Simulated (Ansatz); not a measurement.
# GaN (P6_3mc) in Ansatz: further runs

One crystal, GaN, is run at these levels: PBE; tasks: single point.

All numbers are computed with Ansatz 0.2.0; they aren't measurements. Logs are shortened: lines on timing, memory, paths and dates and some standing lists are left out, and cuts for length are marked.

**The experiment to reproduce.**

From “Studying electronic properties in GaN without electrical contacts using γ-γ vs e−-γ Perturbed Angular Correlations”, 2019, pmc:6823545, for a bulk crystal of GaN: band gap 3.503 ± 0.005 eV (direct).

The results are compared with them further down.

## Step 1: The structure

It takes space group P6_3mc (No. 186, hexagonal). The conventional cell has a = 3.180 Å, b = 3.180 Å, c = 5.166 Å, α = 90.00°, β = 90.00°, γ = 120.00°. Around Ga (site symmetry 3m) lie 4 N at 1.94 to 1.95 Å. N (site symmetry 3m) has 4 Ga at 1.94 to 1.95 Å as nearest neighbours.

## Step 2: Single point, PBE

The input, input.yaml:

```yaml
crystal:
  lattice:
    - [3.18, 0.0, 0.0]
    - [-1.59, 2.753960784, 0.0]
    - [0.0, 0.0, 5.166]
  atoms:
    - { symbol: Ga, position: [0.6666666667, 0.3333333333, 0.5] }
    - { symbol: Ga, position: [0.3333333333, 0.6666666667, 0.0] }
    - { symbol: "N", position: [0.6666666667, 0.3333333333, 0.875] }
    - { symbol: "N", position: [0.3333333333, 0.6666666667, 0.375] }
hamiltonian:
  xc: pbe
  pseudopotentials: { kind: paw }
kpoints:
  mp_grid: { grid: [10, 10, 5] }
scf:
  occupations: { method: gaussian, width: 0.021 }
output:
  forces: true
  stress: true
  eigenvalues: true
```

Potentials or basis: Ansatz PAW.

Command:

```sh
ansatz run input.yaml --threads 2 --pin off --max-ram 5632MiB --backend cpu --events-out ev --progress --plain --runs-dir out
```

Output:

```text
Warning: RAYON_NUM_THREADS=2 ignored (pool sized by the plan → 2); use --threads N
Engine: ansatz 0.2.0, x86_64-unknown-linux-gnu
Pseudopotentials: kind: paw
Pseudopotential: Ga, paw, valence charge 13, recommended cutoff 420 eV (normal), Ga.paw.azcp
Pseudopotential: N, paw, valence charge 5, recommended cutoff 420 eV (normal), N.paw.azcp
Functional definition: PBE
  parameter kappa = 0.804
  parameter beta = 0.06672455060314922
  exchange = pbe_x(kappa = kappa, mu = beta*pi^2/3)
  correlation = pbe_c(beta = beta)
Crystal: 4 atoms, lattice volume = 45.242 Å³
Basis set: ecut = 420 eV, 881 PW (Γ), exchange–correlation on 48×48×72 points (8 copies of the dense FFT grid, shifted against one another)
Bands: 22, of which v1, the nominal top of the filled ones, is band 18 counted from 1 (17 counted from 0)
Symmetry: 12 space group operations
Space group: P63mc (ITA 186), of the structure as read, at distance tolerance 3.6e-5 Å
k-points: 42 of 500 (time reversal used)
Non-local potential: Ga, projectors of the file, l = 0: 2, l = 1: 2, l = 2: 3, l = 3: 1
Non-local potential: N, projectors of the file, l = 0: 2, l = 1: 2, l = 2: 1
PAW form: soft (Blöchl's): semilocal exchange-correlation on the pseudo side does not see the compensation charge
PAW one-centre angular grid: Ga, 590 points (default); XC on 64 Gauss nodes
PAW one-centre angular grid: N, 110 points (default); XC on 64 Gauss nodes
Initial density: superposition of atomic densities (neutral atoms: chi_scale 0, normalization atom), corrected by the library's trained network
Initial wavefunctions: pseudopotential atomic-orbital guess
Functional: x = pbe(κ = 0.804, μ = 0.2195149727645171), c = pbe(β = 0.06672455060314922)
SCF iter   1: F=—  HF=-8335.795573 eV  |F-HF|=—  |Δ(HF+E_count)|=         —  Δρ=8.48e-4  dr2=1.83e-4  ethr=1.77e-3  ⟨swp⟩=5.4  Hψ=3862  notcnv=0
preconditioner: auto → Resta (q_TF=auto, 2.626 Å⁻¹)  ε∞=5.0  [insulator: Δε(μ)=1.958 eV  Ē_g=16.647 eV  σ=0.021 eV  W_gap=1.00  n_scr=22 (ndim 8)  ℏωp=33.1 eV  f_vac=0.008  D(μ)=0.00/eV (n_scr^D=0)  ε∞_Penn≈5.0]
SCF iter   2: F=—  HF=-8335.796189 eV  |F-HF|=—  |Δ(HF+E_count)|=   6.16e-4  Δρ=4.03e-4  dr2=2.56e-5  ethr=5.08e-7  ⟨swp⟩=2.2  Hψ=2078  notcnv=0
SCF iter   3: F=—  HF=-8335.796301 eV  |F-HF|=—  |Δ(HF+E_count)|=   1.12e-4  Δρ=1.87e-4  dr2=6.69e-6  ethr=7.12e-8  ⟨swp⟩=2.0  Hψ=1613  notcnv=0
SCF iter   4: F=—  HF=-8335.796329 eV  |F-HF|=—  |Δ(HF+E_count)|=   2.72e-5  Δρ=5.63e-5  dr2=9.62e-7  ethr=1.86e-8  ⟨swp⟩=2.0  Hψ=1659  notcnv=0
iter 5 did not close the SCF: its close was put off for the readings that it lacked (scf_convergence_deferred on its scf_iter line)
SCF iter   5: F=-8335.796332 eV  HF=-8335.796331 eV  |F-HF|=2.27e-7  |Δ(HF+E_count)|=   2.72e-6  Δρ=1.82e-5  dr2=9.27e-8  ethr=2.67e-9  ⟨swp⟩=2.0  Hψ=1676  notcnv=0
SCF iter   6: F=-8335.796332 eV  HF=-8335.796332 eV  |F-HF|=3.45e-9  |Δ(HF+E_count)|=   2.45e-7  Δρ=4.54e-6  dr2=8.41e-9  ethr=2.57e-10  ⟨swp⟩=2.0  Hψ=3476  notcnv=0
SCF 1 converged in 6 iterations: F = -8335.796332 eV  dr2 = 8.41e-9
SCF converged after 6 iterations
Free energy (F): -8335.796332 eV
Harris-Foulkes:  -8335.796332 eV  (|F-HF|=3.45e-9)
Internal energy: -8335.796332 eV  (E = F + TS)
E sigma→0 (E₀):  -8335.796332 eV
Fermi energy:    10.834101 eV
--- Per-component energies (eV) ---
  E_band       = -5.329022
  E_kinetic    = 495.402258
  E_local      = -3888.975746  (includes V_loc(G=0)·N_el)
  E_nonlocal   = 948.898205
  E_hartree    = 1791.443276
  E_xc         = -257.979867
  E_vxc        = -268.793730  (∫ρ·V_xc dr)
  E_paw        = -4240.757784  (= ΣΔE_a)
  E_vpaw       = -874.746497  (= ΣTr[D̂ρ^β])
  E_aug_tail   = 0.000054  (compensation charges beyond the density's cutoff)
  E_ewald      = -3183.826728
  E_smearing   = -0.000000  (= −TS)
  E_closure    = 0.000000  (closes the sum)
  Σ components = -8335.796332   (vs F -8335.796332, Δ=0.00e0)
--- Forces (eV/Å), atoms counted from 1 ---
  atom   1  Ga     0.00000000    -0.00000000    -0.13702315
  atom   2  Ga     0.00000000     0.00000000    -0.13702315
  atom   3  N      0.00000000    -0.00000000     0.13701379
  atom   4  N     -0.00000000     0.00000000     0.13701379
  max |Σ_I F_I| component: 1.87e-5 eV/Å
--- Stress (GPa, compression-positive) ---
        6.577591       0.000000      -0.000000
        0.000000       6.577591       0.000000
       -0.000000       0.000000       8.729204
  P = ⅓ Tr σ = 7.2948 GPa (72.948 kbar)
--- Band table (eV; the first three rows and the last of 42) ---
  k-point 0: bands = ["-6.2153", "-5.2787", "-3.6527", "-3.6314", "-3.6314", "-3.5673", "-3.5673", "-3.3756", "-3.3756", "-3.2739", "-3.2739", "-2.0134", "2.7083", "8.7901", "8.7901", "9.7923", "9.8518", "9.8518", "11.8162", "14.1547", "19.1049", "19.7819"]
  k-point 1: bands = ["-6.0980", "-5.3256", "-3.6291", "-3.6291", "-3.6194", "-3.5770", "-3.5770", "-3.3623", "-3.3623", "-3.2803", "-3.2803", "-2.4085", "3.4303", "8.7233", "8.8869", "8.8869", "9.7460", "9.7460", "12.6954", "14.2293", "18.8382", "19.8261"]
  k-point 2: bands = ["-5.8039", "-5.4982", "-3.6189", "-3.6189", "-3.5988", "-3.5988", "-3.4659", "-3.3316", "-3.3316", "-3.3004", "-3.3004", "-3.0599", "5.0454", "6.9256", "9.1444", "9.1444", "9.4727", "9.4727", "13.8071", "14.2842", "18.4036", "18.6576"]
  k-point 41: bands = ["-5.1301", "-5.1127", "-3.5389", "-3.5172", "-3.5034", "-3.4518", "-3.3649", "-3.3624", "-3.3257", "-3.3164", "-1.6983", "-1.5757", "3.6401", "3.7702", "5.4373", "6.1817", "8.0379", "8.3346", "16.1734", "16.2086", "17.2010", "17.7092"]
```

Run time: 3.9 s. Hardware: 2 threads of Intel Xeon at 2.50GHz (Skylake/Cascade Lake), shared host; peak memory 0.37 GiB.

Results:

* Free energy: -8335.7963 eV
* Pressure: 7.3 GPa
* Largest force: 0.137 eV/Å
* Band gap on the k mesh: 1.96 eV, direct

Forces on the atoms (eV/Å):
```
Ga   0.000  0.000 -0.137
Ga   0.000  0.000 -0.137
N    0.000  0.000  0.137
N    0.000  0.000  0.137
```

Caveat: odd divisions of the mesh miss points on the zone boundary, where band edges often lie, so the gap on the mesh can be too wide; the pressure holds a Pulay correction of +0.5 GPa for the finite cutoff.

## Step 3: Single point, PBE

input.yaml, as its differences from that of step 2:

```diff
@@ -16,3 +16,3 @@
 scf:
-  occupations: { method: gaussian, width: 0.021 }
+  occupations: { method: gaussian, width: 0.022 }
 output:
@@ -21 +21,5 @@
   eigenvalues: true
+  write_density: true
+  write_potential: true
+  elf: true
+  volumetric_format: npy
```

Potentials or basis: Ansatz PAW.

Command:

```sh
ansatz run input.yaml --threads 2 --pin off --max-ram 5632MiB --backend cpu --events-out ev --progress --plain --runs-dir out
```

Output:

```text
Warning: RAYON_NUM_THREADS=2 ignored (pool sized by the plan → 2); use --threads N
[... 9 set-up lines as earlier in the session ...]
Crystal: 4 atoms, lattice volume = 45.242 Å³
Basis set: ecut = 420 eV, 881 PW (Γ), exchange–correlation on 48×48×72 points (8 copies of the dense FFT grid, shifted against one another)
[... 43 lines left out ...]
--- Forces (eV/Å), atoms counted from 1 ---
  atom   1  Ga     0.00000000    -0.00000000    -0.13702270
  atom   2  Ga     0.00000000     0.00000000    -0.13702270
  atom   3  N      0.00000000    -0.00000000     0.13701346
  atom   4  N     -0.00000000     0.00000000     0.13701346
  max |Σ_I F_I| component: 1.85e-5 eV/Å
--- Stress (GPa, compression-positive) ---
        6.577591      -0.000000      -0.000000
        0.000000       6.577591       0.000000
       -0.000000       0.000000       8.729205
  P = ⅓ Tr σ = 7.2948 GPa (72.948 kbar)
--- Band table (eV; the first three rows and the last of 42) ---
  k-point 0: bands = ["-6.2153", "-5.2787", "-3.6527", "-3.6314", "-3.6314", "-3.5673", "-3.5673", "-3.3756", "-3.3756", "-3.2739", "-3.2739", "-2.0134", "2.7083", "8.7901", "8.7901", "9.7923", "9.8518", "9.8518", "11.8162", "14.1547", "19.1049", "19.7819"]
  k-point 1: bands = ["-6.0980", "-5.3256", "-3.6291", "-3.6291", "-3.6194", "-3.5770", "-3.5770", "-3.3623", "-3.3623", "-3.2803", "-3.2803", "-2.4085", "3.4303", "8.7233", "8.8869", "8.8869", "9.7460", "9.7460", "12.6954", "14.2293", "18.8382", "19.8261"]
  k-point 2: bands = ["-5.8039", "-5.4982", "-3.6189", "-3.6189", "-3.5988", "-3.5988", "-3.4659", "-3.3316", "-3.3316", "-3.3004", "-3.3004", "-3.0599", "5.0454", "6.9256", "9.1444", "9.1444", "9.4727", "9.4727", "13.8071", "14.2842", "18.4036", "18.6576"]
  k-point 41: bands = ["-5.1301", "-5.1127", "-3.5389", "-3.5172", "-3.5034", "-3.4518", "-3.3649", "-3.3624", "-3.3257", "-3.3164", "-1.6983", "-1.5757", "3.6401", "3.7702", "5.4373", "6.1817", "8.0379", "8.3346", "16.1734", "16.2086", "17.2010", "17.7092"]
```

rho_z.tsv:

```text
# z_ang	rho[e/angstrom^3]
# format = ansatz-planar-average/11
# lattice	3.180000000	0.000000000	0.000000000
# lattice	-1.590000000	2.753960784	0.000000000
# lattice	0.000000000	0.000000000	5.166000000
# sites	4
# site	31	1.590000000	0.917986928	2.583000000
# site	31	0.000000000	1.835973856	0.000000000
# site	7	1.590000000	0.917986928	4.520250000
# site	7	0.000000000	1.835973856	1.937250000
0.000000	2.192187e0
0.143500	1.767595e0
0.287000	1.043793e0
0.430500	5.288309e-1
0.574000	2.929046e-1
0.717500	2.031571e-1
[... 28 lines left out ...]
4.879000	1.399538e0
5.022500	1.948915e0
```

Run time: 5.7 s. Hardware: 2 threads of Intel Xeon at 2.50GHz (Skylake/Cascade Lake), shared host; peak memory 0.38 GiB.

What came out:

```yaml
Free_energy: -8335.7963 eV
Pressure: 7.3 GPa
Largest_force: 0.137 eV/Å
Band_gap_on_the_k_mesh: 1.96 eV, direct
```

Forces on the atoms (eV/Å):
```
Ga   0.000  0.000 -0.137
Ga   0.000  0.000 -0.137
N    0.000  0.000  0.137
N    0.000  0.000  0.137
```

Caveat: odd divisions of the mesh miss points on the zone boundary, where band edges often lie, so the gap on the mesh can be too wide; the pressure holds a Pulay correction of +0.5 GPa for the finite cutoff.

## Step 4: Single point, PBE

input.yaml, as its differences from that of step 3:

```diff
@@ -16,3 +16,3 @@
 scf:
-  occupations: { method: gaussian, width: 0.022 }
+  occupations: { method: gaussian, width: 0.023 }
 output:
@@ -21,5 +21 @@
   eigenvalues: true
-  write_density: true
-  write_potential: true
-  elf: true
-  volumetric_format: npy
```

Potentials or basis: Ansatz PAW.

Command:

```sh
ansatz run input.yaml --threads 2 --pin off --max-ram 5632MiB --backend cpu --events-out ev --progress --plain --runs-dir out
```

Output:

```text
Warning: RAYON_NUM_THREADS=2 ignored (pool sized by the plan → 2); use --threads N
[... 9 set-up lines as earlier in the session ...]
Crystal: 4 atoms, lattice volume = 45.242 Å³
Basis set: ecut = 420 eV, 881 PW (Γ), exchange–correlation on 48×48×72 points (8 copies of the dense FFT grid, shifted against one another)
[... 43 lines left out ...]
--- Forces (eV/Å), atoms counted from 1 ---
  atom   1  Ga     0.00000000    -0.00000000    -0.13702307
  atom   2  Ga    -0.00000000     0.00000000    -0.13702307
  atom   3  N      0.00000000    -0.00000000     0.13701370
  atom   4  N      0.00000000     0.00000000     0.13701370
  max |Σ_I F_I| component: 1.87e-5 eV/Å
--- Stress (GPa, compression-positive) ---
        6.577590       0.000000      -0.000000
        0.000000       6.577590       0.000000
       -0.000000       0.000000       8.729203
  P = ⅓ Tr σ = 7.2948 GPa (72.948 kbar)
--- Band table (eV; the first three rows and the last of 42) ---
  k-point 0: bands = ["-6.2153", "-5.2787", "-3.6527", "-3.6314", "-3.6314", "-3.5673", "-3.5673", "-3.3756", "-3.3756", "-3.2739", "-3.2739", "-2.0134", "2.7083", "8.7901", "8.7901", "9.7923", "9.8518", "9.8518", "11.8162", "14.1547", "19.1049", "19.7819"]
  k-point 1: bands = ["-6.0980", "-5.3256", "-3.6291", "-3.6291", "-3.6194", "-3.5770", "-3.5770", "-3.3623", "-3.3623", "-3.2803", "-3.2803", "-2.4085", "3.4303", "8.7233", "8.8869", "8.8869", "9.7460", "9.7460", "12.6954", "14.2293", "18.8382", "19.8261"]
  k-point 2: bands = ["-5.8039", "-5.4982", "-3.6189", "-3.6189", "-3.5988", "-3.5988", "-3.4659", "-3.3316", "-3.3316", "-3.3004", "-3.3004", "-3.0599", "5.0454", "6.9256", "9.1444", "9.1444", "9.4727", "9.4727", "13.8071", "14.2842", "18.4036", "18.6576"]
  k-point 41: bands = ["-5.1301", "-5.1127", "-3.5389", "-3.5172", "-3.5034", "-3.4518", "-3.3649", "-3.3624", "-3.3257", "-3.3164", "-1.6983", "-1.5757", "3.6401", "3.7702", "5.4373", "6.1817", "8.0379", "8.3346", "16.1734", "16.2086", "17.2010", "17.7092"]
```

Wall time 4.3 s (2 threads of Intel Xeon at 2.50GHz (Skylake/Cascade Lake), shared host); peak memory 0.37 GiB.

Results:

- Free energy: -8335.7963 eV
- Pressure: 7.3 GPa
- Largest force: 0.137 eV/Å
- Band gap on the k mesh: 1.96 eV, direct

Forces on the atoms (eV/Å):
```
Ga   0.000  0.000 -0.137
Ga   0.000  0.000 -0.137
N    0.000  0.000  0.137
N    0.000  0.000  0.137
```

Stress tensor (GPa, compression positive):
```
6.58 0.00 0.00
0.00 6.58 0.00
0.00 0.00 8.73
```

Caveat: odd divisions of the mesh miss points on the zone boundary, where band edges often lie, so the gap on the mesh can be too wide; the pressure holds a Pulay correction of +0.5 GPa for the finite cutoff.

(Part 1 of 2 ends here.)
